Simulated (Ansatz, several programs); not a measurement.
BeS (started from an entry of an open crystallographic database), relaxed with r2SCAN in Ansatz (plane waves, PAW): space group F-43m (No. 216), cubic; conventional cell a = 4.869 Å, 14.43 Å³ an atom. Around Be lie 4 S at 2.11 Å; around S lie 4 Be at 2.11 Å. The cell was then scaled with its shape and fractional coordinates held. (Simulation; spin polarisation is off.)

```
V (Å³/atom)  E (meV/atom)
     13.560         17.43
     14.425          0.00
     14.858          3.77
     15.291         14.40
```

Problem. Pass a cubic E = c₀ + c₁u + c₂u² + c₃u³, with u = V − 14.534 Å³, through these points.

Solution. c₀ = 0.24, c₁ = +4.484, c₂ = 20.505, c₃ = -2.2747 (meV and Å³).

Problem. Where is the minimum, and what bulk modulus follows?

Solution. dE/du = 0 at u = -0.107, so V₀ = 14.43 Å³. B = V₀ d²E/dV² = 14.43 × (2c₂ + 6c₃u) = 14.43 × 42.477 = 613 meV/Å³, and 1 meV/Å³ is 0.16022 GPa: 98 GPa. A third-order Birch-Murnaghan fit to all five points gives 14.43 Å³ and 97 GPa.

Problem. Predict the energy and the pressure at the withheld volume, 13.993 Å³.

Solution. With u = -0.541: E ≈ 4.18 meV and P = −dE/dV ≈ +3.16 GPa. The run gives 4.15 meV and, from its stress, +3.15 GPa.
